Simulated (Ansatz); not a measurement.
# Two Ansatz runs on MnSb

The cell is built from the zincblende type as a first guess.

First run: DFT, PBE, PAW with Ansatz's default frozen-core files, scalar-relativistic (Ansatz 0.2.0).

Command: `ansatz run input.yaml --threads 1 --pin off --max-ram 3072MiB --backend cpu --events-out ev --progress --plain --runs-dir out` The run took about 42 s on 1 thread of a shared machine.

```yaml
crystal:
  lattice:
    - [0.0, 3.0625278415, 3.0625278415]
    - [3.0625278415, 0.0, 3.0625278415]
    - [3.0625278415, 3.0625278415, 0.0]
  atoms:
    - { symbol: Mn, position: [0.0, 0.0, 0.0], spin: 4.0 }
    - { symbol: Sb, position: [0.25, 0.25, 0.25] }
magnetization:
  spin_polarized: true
kpoints:
  mp_grid: { grid: [10, 10, 10] }
scf:
  occupations: { method: fermi_dirac, width: 0.03 }
hamiltonian:
  xc: pbe
  pseudopotentials: { kind: paw }
output:
  forces: true
  stress: true
relax:
  f_tol: 0.005
  max_steps: 80
  cell: {}
```

Result: converged; relaxed volume 29.506 Å³/atom; moment 4.00 μB; 34 SCF iterations in all.

Spin–orbit coupling is left out, though it moves levels of the heavy atoms by tenths of an eV or more.

The input is then changed:

```diff
@@ -14,6 +14,7 @@
   occupations: { method: fermi_dirac, width: 0.03 }
 hamiltonian:
-  xc: pbe
+  xc: r2scan
   pseudopotentials: { kind: paw }
+  dispersion: d3bj
 output:
   forces: true
```

(1) What does the second run give?

Results:

(1) It converged; relaxed volume 29.193 Å³/atom; moment 4.00 μB; 46 SCF iterations in all.
